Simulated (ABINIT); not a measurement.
Crystal: Mo.

```
Mo
1.0
    -1.58381    1.58381    1.58381
     1.58381   -1.58381    1.58381
     1.58381    1.58381   -1.58381
Mo
1
Direct
  0.00000 0.00000 0.00000
```

Base run:

| Property | Result |
| --- | --- |
| Program | ABINIT 10.8.3 (patched build) |
| Functional | LDA |
| Potentials or basis | PseudoDojo NC SR LDA v0.4.1 standard |
| Cutoff | 952 eV |
| k mesh | 9 × 9 × 9 |
| Occupations | fermi-dirac, width 0.05 eV |
| Spin | no spin polarisation |

Its results: band gap on the k mesh none (metal or under the smearing width); pressure -15.0 GPa.

**Question.** The run is repeated on the same cell with these changes: functional from LDA to PBEsol; potentials or basis from PseudoDojo NC SR LDA v0.4.1 standard to PseudoDojo NC SR PBEsol v0.4.1 standard; cutoff from 952 eV to 980 eV. What comes out?

**Answer.** Band gap on the k mesh none (metal or under the smearing width); pressure -10.1 GPa.

Not every run made on this cell is shown here.
